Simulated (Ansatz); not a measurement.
CdO (Monteponite):

```
Cd O
1.0
     0.00000    2.34950    2.34950
     2.34950    0.00000    2.34950
     2.34950    2.34950    0.00000
Cd O
1 1
Cartesian
  0.0000 0.0000 0.0000
  2.3495 2.3495 2.3495
```

- Program: Ansatz 0.2.0
- Task: relaxation of cell and atoms
- Functional: LDA
- Potentials or basis: all-electron LAPW, scalar-relativistic
- Basis error allowed: 0.001 eV/atom
- k mesh: 10 × 10 × 10
- Occupations: fermi-dirac, width 0.05 eV
- Spin: no spin polarisation

At the start: volume 12.97 Å³/atom.

Where does the relaxation end?

Over 5 steps the energy falls by 10.4 meV/atom and the volume is 12.44 Å³/atom (-4.0 %); space group Fm-3m (No. 225, to 0.05 Å).

Step by step:
```csv
step,energy change (eV),largest force (eV/Å),volume (Å³)
1,0.0000,0.0000,25.94
2,-0.0196,0.0000,24.65
3,-0.0208,0.0000,24.91
4,-0.0208,0.0000,24.89
5,-0.0208,0.0000,24.89
```

Final structure:
```yaml
crystal:
  lattice:
    - [0.00000, 2.31737, 2.31737]
    - [2.31737, 0.00000, 2.31737]
    - [2.31737, 2.31737, 0.00000]
  atoms:
    - { symbol: Cd, position: [0.00000, 0.00000, 0.00000] }
    - { symbol: O, position: [0.50000, 0.50000, 0.50000] }
```
